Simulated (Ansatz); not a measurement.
# WS in Ansatz: relaxation of the atoms with PBE

Aim: the relaxation of the atoms of WS with PBE.

Program: Ansatz 0.2.0. These are calculated values, not measurements. Logs are shortened: lines on timing, memory, paths and dates and some standing lists are left out, and cuts for length are marked.

**1. The cell of the first run**

The cell holds a slab with vacuum, 4 atoms: a = 3.184 Å, b = 3.184 Å, c = 31.951 Å, α = 90.00°, β = 90.00°, γ = 120.00°.

**2. Relaxation of the atoms, PBE (the (0 0 1) slab of WS2, cut from the database cell, not relaxed)**

input.yaml

```yaml
crystal:
  lattice:
    - [3.1835163551, 0.0, 0.0]
    - [-1.5917581776, 2.7570060369, 0.0]
    - [0.0, 0.0, 31.95057789]
  atoms:
    - { symbol: W, position: [0.33333333, 0.66666666, 0.2347375383] }
    - { symbol: S, position: [0.66666667, 0.33333334, 0.2835461018] }
    - { symbol: S, position: [0.66666667, 0.33333334, 0.7164538982] }
    - { symbol: W, position: [0.33333333, 0.66666666, 0.7652624617] }
kpoints:
  mp_grid: { grid: [10, 10, 1] }
scf:
  occupations: { method: fermi_dirac, width: 0.05 }
hamiltonian:
  xc: pbe
  pseudopotentials: { kind: all_electron, lapw: { basis_error: 0.002 } }
output:
  forces: true
  stress: true
relax:
  f_tol: 0.02
  max_steps: 60
```

Potentials or basis: all-electron LAPW, scalar-relativistic.

On the command line:

```console
ansatz run input.yaml --threads 4 --pin off --max-ram 14336MiB --backend cpu --events-out ev --progress --plain --runs-dir out
```

The log of the run:

```text
Warning: RAYON_NUM_THREADS=4 ignored (pool sized by the plan → 4); use --threads N
The last accepted step is kept in <dir> (removed where the run ends without a failure and the disk answers)
LAPW: plane waves up to 8.589 Å⁻¹, error target 2.0e-3 eV per atom; small_component_spin mean_spin; S in spheres of 1.000 Å, 14 of its electrons in bands, Dirac shells []; W in spheres of 1.338 Å, 44 of its electrons in bands, Dirac shells [] (how accurate: hamiltonian.pseudopotentials.lapw.basis_error, Limitations)
Engine: ansatz 0.2.0, aarch64-unknown-linux-gnu
Pseudopotentials: kind: all_electron
Pseudopotential: W, LAPW, valence charge 44, lapw/all_electron/scalar/gaussian/W, Koelling and Harmon's equation, gaussian nucleus
Pseudopotential: S, LAPW, valence charge 14, lapw/all_electron/scalar/gaussian/S, Koelling and Harmon's equation, gaussian nucleus
Functional definition: PBE
  parameter kappa = 0.804
  parameter beta = 0.06672455060314922
  exchange = pbe_x(kappa = kappa, mu = beta*pi^2/3)
  correlation = pbe_c(beta = beta)
Crystal: 4 atoms, lattice volume = 280.429 Å³
Basis set: ecut = 281.04062835594567 eV, 3093 PW (Γ), exchange–correlation at level 2
Bands: 70, of which v1, the nominal top of the filled ones, is band 58 counted from 1 (57 counted from 0)
Symmetry: 12 space group operations
Space group: P-6m2 (ITA 187), of the structure as read, at distance tolerance 6.5e-5 Å
k-points: 14 of 100 (time reversal used)
Non-local potential: W, projectors of the file, none
Non-local potential: S, projectors of the file, none
Initial density: superposition of atomic densities (neutral atoms: chi_scale 0, normalization atom)
Initial wavefunctions: plane waves of lowest kinetic energy (no species holds an atomic orbital)
Functional: x = pbe(κ = 0.804, μ = 0.2195149727645171), c = pbe(β = 0.06672455060314922)
iter 1 solved again at ethr=3.34e-3 eV; its pass at ethr=1.00e-1 eV (dr2=3.88e0 eV) is discarded
SCF iter   1: F=—  HF=-900128.746864 eV  |F-HF|=—  |Δ(HF+E_count)|=         —  Δρ=2.36e-2  dr2=3.88e0  ethr=3.34e-3  ⟨swp⟩=2.0  Hψ=6120  notcnv=0
preconditioner: auto → LDOS  [insulator: Δε(μ)=0.211 eV  Ē_g=21.350 eV  σ=0.050 eV  W_gap=0.76  n_scr=64 (ndim 8)  ℏωp=16.0 eV  f_vac=0.688  D(μ)=0.74/eV (n_scr^D=6)  ε∞_Penn≈1.6  β→1.0]
SCF iter   2: F=—  HF=-900130.767429 eV  |F-HF|=—  |Δ(HF+E_count)|=    2.02e0  Δρ=3.75e-2  dr2=3.06e1  ethr=3.34e-3  ⟨swp⟩=4.0  Hψ=3227  notcnv=0  recentre
SCF iter   3: F=—  HF=-900127.949087 eV  |F-HF|=—  |Δ(HF+E_count)|=    2.82e0  Δρ=1.15e-2  dr2=9.53e-1  ethr=3.34e-3  ⟨swp⟩=3.4  Hψ=3081  notcnv=0
iter 4 solved again at ethr=3.67e-5 eV; its pass at ethr=8.21e-4 eV (dr2=4.25e-2 eV) is discarded
SCF iter   4: F=—  HF=-900127.789835 eV  |F-HF|=—  |Δ(HF+E_count)|=   1.59e-1  Δρ=1.99e-3  dr2=4.25e-2  ethr=3.67e-5  ⟨swp⟩=2.0  Hψ=5033  notcnv=0
SCF iter   5: F=—  HF=-900127.782341 eV  |F-HF|=—  |Δ(HF+E_count)|=         —  Δρ=4.94e-4  dr2=1.46e-3  ethr=3.66e-5  ⟨swp⟩=3.0  Hψ=3132  notcnv=0
the basis was enlarged: its passes take 194.7 KiB over the memory plan, 4 of 4 planned eigensolver slots
SCF iter   6: F=—  HF=-900127.782397 eV  |F-HF|=—  |Δ(HF+E_count)|=   5.61e-5  Δρ=1.28e-4  dr2=3.49e-5  ethr=1.26e-6  ⟨swp⟩=3.0  Hψ=2890  notcnv=0
SCF iter   7: F=-900127.782441 eV  HF=-900127.782437 eV  |F-HF|=3.58e-6  |Δ(HF+E_count)|=   4.04e-5  Δρ=3.70e-5  dr2=3.10e-6  ethr=3.01e-8  ⟨swp⟩=3.0  Hψ=2999  notcnv=0
SCF 1 converged in 7 iterations: F = -900127.782441 eV  dr2 = 3.10e-6
relax step   1: F+E_penalty+E_count = -900127.78244068 eV  Δ(F+E_penalty+E_count) = +0.000e0 eV  max|allowed force component| = 4.782e-1 eV/Å  Δτ_max = 0.0000 Å  (7 SCF iters, dr2 threshold 1.00e-5 eV, accepted)
Initial density: handed on by an earlier stage of this run
Initial wavefunctions: those handed on with the density
iter 1 solved again at ethr=1.91e-5 eV; its pass at ethr=1.00e-1 eV (dr2=2.21e-2 eV) is discarded
SCF iter   1: F=—  HF=-900127.798574 eV  |F-HF|=—  |Δ(HF+E_count)|=         —  Δρ=1.59e-3  dr2=2.26e-2  ethr=1.91e-5  ⟨swp⟩=3.0  Hψ=4866  notcnv=0
preconditioner: auto → LDOS  [insulator: Δε(μ)=0.189 eV  Ē_g=21.532 eV  σ=0.050 eV  W_gap=0.72  n_scr=64 (ndim 8)  ℏωp=16.0 eV  f_vac=0.697  D(μ)=0.79/eV (n_scr^D=6)  ε∞_Penn≈1.6  β→1.0]
SCF iter   2: F=—  HF=-900127.799767 eV  |F-HF|=—  |Δ(HF+E_count)|=   1.19e-3  Δρ=1.36e-3  dr2=3.05e-2  ethr=1.91e-5  ⟨swp⟩=3.0  Hψ=3152  notcnv=0
iter 3 solved again at ethr=1.58e-6 eV; its pass at ethr=1.91e-5 eV (dr2=1.83e-3 eV) is discarded
SCF iter   3: F=—  HF=-900127.793612 eV  |F-HF|=—  |Δ(HF+E_count)|=   6.15e-3  Δρ=2.40e-4  dr2=1.83e-3  ethr=1.58e-6  ⟨swp⟩=2.0  Hψ=5045  notcnv=0
SCF iter   4: F=—  HF=-900127.793519 eV  |F-HF|=—  |Δ(HF+E_count)|=   9.33e-5  Δρ=2.44e-4  dr2=1.02e-3  ethr=1.57e-6  ⟨swp⟩=3.0  Hψ=2789  notcnv=0
SCF iter   5: F=—  HF=-900127.793407 eV  |F-HF|=—  |Δ(HF+E_count)|=   1.12e-4  Δρ=8.27e-5  dr2=1.07e-4  ethr=8.82e-7  ⟨swp⟩=2.0  Hψ=2811  notcnv=0
SCF iter   6: F=-900127.793394 eV  HF=-900127.793400 eV  |F-HF|=5.34e-6  |Δ(HF+E_count)|=   7.71e-6  Δρ=2.28e-5  dr2=4.70e-6  ethr=9.19e-8  ⟨swp⟩=2.1  Hψ=2814  notcnv=0
SCF 2 converged in 6 iterations: F = -900127.793394 eV  dr2 = 4.70e-6
relax step   2: F+E_penalty+E_count = -900127.79339430 eV  Δ(F+E_penalty+E_count) = -1.095e-2 eV  max|allowed force component| = 1.991e-1 eV/Å  Δτ_max = 0.0256 Å  (6 SCF iters, dr2 threshold 1.43e-5 eV, accepted)
SCF iter   1: F=—  HF=-900127.796019 eV  |F-HF|=—  |Δ(HF+E_count)|=         —  Δρ=4.54e-4  dr2=2.00e-3  ethr=1.81e-5  ⟨swp⟩=3.0  Hψ=3345  notcnv=0
preconditioner: auto → LDOS  [insulator: Δε(μ)=0.226 eV  Ē_g=21.471 eV  σ=0.050 eV  W_gap=0.80  n_scr=64 (ndim 8)  ℏωp=16.0 eV  f_vac=0.694  D(μ)=0.59/eV (n_scr^D=6)  ε∞_Penn≈1.6  β→1.0]
SCF iter   2: F=—  HF=-900127.796481 eV  |F-HF|=—  |Δ(HF+E_count)|=   4.61e-4  Δρ=4.74e-4  dr2=5.24e-3  ethr=1.72e-6  ⟨swp⟩=3.0  Hψ=2995  notcnv=0
SCF iter   3: F=—  HF=-900127.795732 eV  |F-HF|=—  |Δ(HF+E_count)|=   7.49e-4  Δρ=2.10e-4  dr2=1.24e-3  ethr=1.72e-6  ⟨swp⟩=3.0  Hψ=2964  notcnv=0
iter 4 solved again at ethr=3.34e-8 eV; its pass at ethr=1.07e-6 eV (dr2=3.87e-5 eV) is discarded
SCF iter   4: F=—  HF=-900127.795597 eV  |F-HF|=—  |Δ(HF+E_count)|=   1.35e-4  Δρ=6.29e-5  dr2=3.93e-5  ethr=3.34e-8  ⟨swp⟩=2.0  Hψ=4761  notcnv=0
SCF iter   5: F=-900127.795588 eV  HF=-900127.795589 eV  |F-HF|=1.10e-6  |Δ(HF+E_count)|=   7.79e-6  Δρ=1.47e-5  dr2=1.77e-6  ethr=3.34e-8  ⟨swp⟩=2.0  Hψ=2812  notcnv=0
SCF 3 converged in 5 iterations: F = -900127.795588 eV  dr2 = 1.77e-6
relax step   3: F+E_penalty+E_count = -900127.79558771 eV  Δ(F+E_penalty+E_count) = -2.193e-3 eV  max|allowed force component| = 3.808e-3 eV/Å  Δτ_max = 0.0084 Å  (5 SCF iters, dr2 threshold 2.48e-6 eV, accepted)
iter 1 solved again at ethr=1.52e-9 eV; its pass at ethr=1.00e-1 eV (dr2=1.76e-6 eV) is discarded
SCF iter   1: F=—  HF=-900127.795589 eV  |F-HF|=—  |Δ(HF+E_count)|=         —  Δρ=1.45e-5  dr2=1.74e-6  ethr=1.52e-9  ⟨swp⟩=2.0  Hψ=3988  notcnv=0
preconditioner: auto → LDOS  [insulator: Δε(μ)=0.216 eV  Ē_g=21.480 eV  σ=0.050 eV  W_gap=0.78  n_scr=64 (ndim 8)  ℏωp=16.0 eV  f_vac=0.695  D(μ)=0.64/eV (n_scr^D=6)  ε∞_Penn≈1.6  β→1.0]
SCF iter   2: F=—  HF=-900127.795591 eV  |F-HF|=—  |Δ(HF+E_count)|=   2.26e-6  Δρ=2.77e-5  dr2=1.66e-5  ethr=1.50e-9  ⟨swp⟩=3.0  Hψ=2992  notcnv=0
SCF iter   3: F=—  HF=-900127.795589 eV  |F-HF|=—  |Δ(HF+E_count)|=   1.93e-6  Δρ=8.29e-6  dr2=1.69e-6  ethr=1.50e-9  ⟨swp⟩=3.0  Hψ=2992  notcnv=0
iter 4 solved again at ethr=2.17e-11 eV; its pass at ethr=1.45e-9 eV (dr2=2.52e-8 eV) is discarded
SCF iter   4: F=-900127.795589 eV  HF=-900127.795589 eV  |F-HF|=2.65e-8  |Δ(HF+E_count)|=   2.13e-7  Δρ=1.74e-6  dr2=2.52e-8  ethr=2.17e-11  ⟨swp⟩=2.0  Hψ=4812  notcnv=0
SCF 4 converged in 4 iterations: F = -900127.795589 eV  dr2 = 2.52e-8
relax step   4: F+E_penalty+E_count = -900127.79558887 eV  Δ(F+E_penalty+E_count) = -1.164e-6 eV  max|allowed force component| = 3.168e-3 eV/Å  Δτ_max = 0.0000 Å  (4 SCF iters, accepted)
SCF converged after 4 iterations
Free energy (F): -900127.795589 eV
Harris-Foulkes:  -900127.795589 eV  (|F-HF|=2.65e-8)
Internal energy: -900127.789556 eV  (E = F + TS)
E sigma→0 (E₀):  -900127.792572 eV
Entropy (-TS):   -0.006033 eV (-1.508 meV/atom)
Fermi energy:    0.663466 eV
--- Per-component energies (eV) ---
  E_band       = -13921.614966
  E_kinetic    = 1005562.661329
  E_xc         = -19055.663572
  E_electrostatic = -1886634.787312  (all electrons and nuclei)
  E_smearing   = -0.006033  (= −TS)
  E_closure    = 0.000000  (closes the sum)
  E_atoms      = -900098.742128  (free atoms, spherical and without spin; not in F)
  Σ components = -900127.795589   (vs F -900127.795589, Δ=0.00e0)
  Basis errors (estimates in eV, not in F): energy 9.6e-4 per atom: plane waves 8.8e-4 (5.4e-4 summed), levels above the bands 2.8e-46, relativity 3.6e-8, radial functions 8.1e-5, core shells 5.2e-8; eigenvalues (radial functions only) 1.3e-6; not estimated: angular momenta, meshes, grids; target (lapw.basis_error) 2.0e-3; muffin-tin radii S 1.000 Å, W 1.338 Å
--- Forces (eV/Å), atoms counted from 1 ---
  atom   1  W     -0.00000000     0.00000000    -0.00316467
  atom   2  S      0.00000000     0.00000000     0.00316788
  atom   3  S      0.00000000    -0.00000000    -0.00316788
  atom   4  W     -0.00000000    -0.00000000     0.00316467
  max |Σ_I F_I| component: 3.70e-17 eV/Å
--- Stress (GPa, compression-positive) ---
       -5.815554       0.000000      -0.000000
        0.000000      -5.815554       0.000000
       -0.000000       0.000000       0.008308
  P = ⅓ Tr σ = -3.8743 GPa (-38.743 kbar)
--- Relaxed structure (4 steps of the walk, 4 accepted, 0 SCFs on fresh bases) ---
  F+E_penalty+E_count = -900127.79558887 eV   max|allowed force component| = 3.168e-3 eV/Å
  atoms:
    - { symbol: W, position: [0.3333333333333334, 0.6666666666666667, 0.23527748786540642] }
    - { symbol: S, position: [0.6666666666666666, 0.33333333333333337, 0.28322452996864744] }
    - { symbol: S, position: [0.6666666666666666, 0.33333333333333337, 0.7167754700313529] }
    - { symbol: W, position: [0.3333333333333334, 0.6666666666666667, 0.7647225121345937] }
```

Run time: 88 s. Hardware: 4 threads of Arm Neoverse V1, shared host; peak memory 0.94 GiB.

Results:

| Quantity | Value |
| --- | --- |
| Free energy | -900127.7956 eV |
| Energy gained by relaxing | 3.3 meV/atom |
| Ionic steps | 4 |
| Largest force after relaxing | 0.003 eV/Å |

Forces in eV/Å, atoms in the order of the input:
```
W    0.000  0.000 -0.003
S    0.000  0.000  0.003
S    0.000  0.000 -0.003
W    0.000  0.000  0.003
```

Step by step:
```csv
step,energy change (eV),largest force (eV/Å)
1,0.0000,0.4782
2,-0.0110,0.1991
3,-0.0131,0.0038
4,-0.0131,0.0032
```

Final structure:
```cif
data_structure
_symmetry_space_group_name_H-M 'P 1'
_symmetry_Int_Tables_number 1
_cell_length_a 3.1835
_cell_length_b 3.1835
_cell_length_c 31.9506
_cell_angle_alpha 90.000
_cell_angle_beta 90.000
_cell_angle_gamma 120.000
_cell_volume 280.43
loop_
_atom_site_label
_atom_site_type_symbol
_atom_site_fract_x
_atom_site_fract_y
_atom_site_fract_z
_atom_site_occupancy
W1 W 0.33333 0.66667 0.23528 1
S1 S 0.66667 0.33333 0.28322 1
S2 S 0.66667 0.33333 0.71678 1
W2 W 0.33333 0.66667 0.76472 1
```

Spin-orbit coupling is left out, which matters for the levels of W.
